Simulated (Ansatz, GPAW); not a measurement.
Given: the input of a run of Ansatz 0.2.0 on Ir (Iridium). 

File input.yaml:

```yaml
crystal:
  lattice:
    - [0.0, 1.9156, 1.9156]
    - [1.9156, 0.0, 1.9156]
    - [1.9156, 1.9156, 0.0]
  atoms:
    - { symbol: Ir, position: [0.0, 0.0, 0.0] }
kpoints:
  mp_grid: { grid: [12, 12, 12] }
scf:
  occupations: { method: gaussian, width: 0.021 }
hamiltonian:
  xc: pbe
  pseudopotentials: { kind: all_electron, lapw: { basis_error: 0.001 } }
output:
  forces: true
  stress: true
  eigenvalues: true
```

Potentials or basis: all-electron LAPW, scalar-relativistic.

Launch:

```sh
$ ansatz run input.yaml --threads 1 --pin off --max-ram 3072MiB --backend cpu --events-out ev --progress --plain --runs-dir out
```

Task: Translate it to GPAW 26.7.0 (ASE script). Potentials or basis there: GPAW PAW data sets (gpaw-data 1.2.1), cutoff 600 eV.

Result: As run (cutoffs and basis follow the program's own potentials, and thresholds, step limits or extra output files can differ):

File run.py:

```python
from ase import Atoms
from ase.dft.bandgap import bandgap
from ase.io import write
from ase.units import GPa
from gpaw import GPAW, PW

atoms = Atoms(['Ir'],
              cell=[[0.0, 1.9156, 1.9156],
                    [1.9156, 0.0, 1.9156],
                    [1.9156, 1.9156, 0.0]],
              scaled_positions=[[0.0, 0.0, 0.0]],
              pbc=True)

calc = GPAW(mode=PW(600),
            xc='PBE',
            kpts={'size': (12, 12, 12), 'gamma': True},
            occupations={'name': 'methfessel-paxton', 'order': 0, 'width': 0.020999999999999998},
            nbands=16,
            convergence={'density': 1e-05, 'energy': 1e-05},
            maxiter=150,
            txt='gpaw.txt')
atoms.calc = calc
energy = atoms.get_potential_energy()
forces = atoms.get_forces()
stress = atoms.get_stress()
calc.write('gs.gpw')
write('result.traj', atoms)
print(f'Energy: {energy:.6f} eV')
print('Forces (eV/A):')
print(forces.round(4))
print('Stress (GPa):', (stress / GPa).round(3))
print('Fermi level:', round(calc.get_fermi_level(), 4), 'eV')
print(f'Gap: {bandgap(calc)[0]:.4f} eV, direct: {bandgap(calc, direct=True)[0]:.4f} eV')
```

Potentials or basis: GPAW PAW data sets (gpaw-data 1.2.1), pw.

Run with:

```console
$ OMP_NUM_THREADS=1 python run.py
```

Both were run:

|  | Ansatz | GPAW |
| --- | --- | --- |
| Pressure | 11.0 GPa | 9.8 GPa |

Where Ansatz's input types no cutoff or centring, it takes its own default and a Γ-centred mesh.

The two runs disagree by more than potentials and bases usually give (in gap, levels, pressure or energy); the cause wasn't traced.

The cell lies far from this level's equilibrium.

Pressure is positive in compression.
